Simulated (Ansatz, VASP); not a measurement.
## Cu in VASP and in Ansatz

INCAR

```
SYSTEM = Cu
PREC = Accurate
ENCUT = 520
EDIFF = 1E-6
ISMEAR = 0
SIGMA = 0.1
LREAL = .FALSE.
LASPH = .TRUE.
NELM = 100
ALGO = Normal
ISIF = 2
LWAVE = .FALSE.
LCHARG = .FALSE.
GGA = PE
NBANDS = 12
```

The input KPOINTS:

```
Automatic mesh
0
G
  8 8 8
  0 0 0
```

Contents of POSCAR:

```
Cu
1.0
    2.2884509792      0.0000000000      0.0000000000
    0.0000000000      2.2884509792      0.0000000000
    0.0000000000      0.0000000000      2.2884509792
Cu
1
Direct
    0.0000000000      0.0000000000      0.0000000000
```

Input for Ansatz:

```yaml
crystal:
  lattice:
    - [2.2884509792, 0.0, 0.0]
    - [0.0, 2.2884509792, 0.0]
    - [0.0, 0.0, 2.2884509792]
  atoms:
    - { symbol: Cu, position: [0.0, 0.0, 0.0] }
basis:
  ecutwfc: 420
kpoints:
  mp_grid: { grid: [8, 8, 8] }
hamiltonian:
  xc: pbe
scf:
  occupations: { method: gaussian, width: 0.1 }
  lower_state_search: "off"
output:
  forces: true
  stress: true
  eigenvalues: true
```

Alike in both runs: task single point; functional PBE; k mesh 8 × 8 × 8; occupations gaussian, width 0.1 eV; no spin polarisation.

```csv
,VASP,Ansatz
version,VASP 6.6.1,Ansatz 0.2.0
potentials or method,"VASP PAW PBE potentials, release 64 (Cu)","scalar-relativistic, plane waves, PAW"
plane-wave cutoff (eV),520,420
valence electrons in the cell,11,19
```

VASP gave:

| Item | Value |
| --- | --- |
| gap on the k mesh at the Fermi level (eV) | none |
| pressure (GPa) | 23.0 |

Question: What did Ansatz give for the same quantities?

Answer: gap on the k mesh at the Fermi level (eV): none; pressure (GPa): 22.6.

A gap of «none» marks a metal or a gap that the smearing closes. The two sets of potentials don't hold the same shells in valence.

Caveats: so large a pressure means that the cell lies far from this level's equilibrium, or that cutoff or potentials fall short (VASP).
